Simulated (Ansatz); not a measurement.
GaP built on the zincblende prototype, relaxed with r2SCAN in Ansatz: space group F-43m (No. 216), cubic; conventional cell a = 5.451 Å, 20.24 Å³ an atom. Ga has 4 P at 2.36 Å; P has 4 Ga at 2.36 Å. The primitive cell holds 2 atoms in 40.49 Å³. No magnetic order and no zero-point or thermal motion.

Computed values: Without spin-orbit coupling PBE's valence top is a threefold level at Γ and the gap is 1.603 eV; with it the level splits into four states above two, Δ₀ = 0.084 eV apart. HSE06 (6×6×6) gives a least gap of 2.26 eV and a least direct gap of 2.80 eV. r2SCAN's ε∞ is 9.36.

Q: If the centre of gravity stays and the conduction band doesn't move, what gap follows with spin-orbit coupling?

A: The fourfold level rises by Δ₀/3 = 0.028 eV and the twofold one falls by 2Δ₀/3, so E_g ≈ 1.603 − 0.028 = 1.575 eV. The PBE+SOC run gives 1.575 eV, 0.000 eV from the estimate.

Q: At what wavelength does absorption set in by HSE06, excitons left aside?

A: λ = 1239.84 eV nm/E: 549 nm for the least gap, where it needs phonons and is weak, and 443 nm for direct transitions. The direct edge lies in the visible range.

Q: What refractive index and reflectivity at normal incidence follow, below the gap and above the phonons?

A: n = √9.36 = 3.059; R = ((n − 1)/(n + 1))² = (2.059/4.059)² = 25.7 % a face.

Only the levels marked +SOC include spin-orbit coupling.

The meshes of the hybrids are coarse, so their gaps aren't converged to the digits shown.
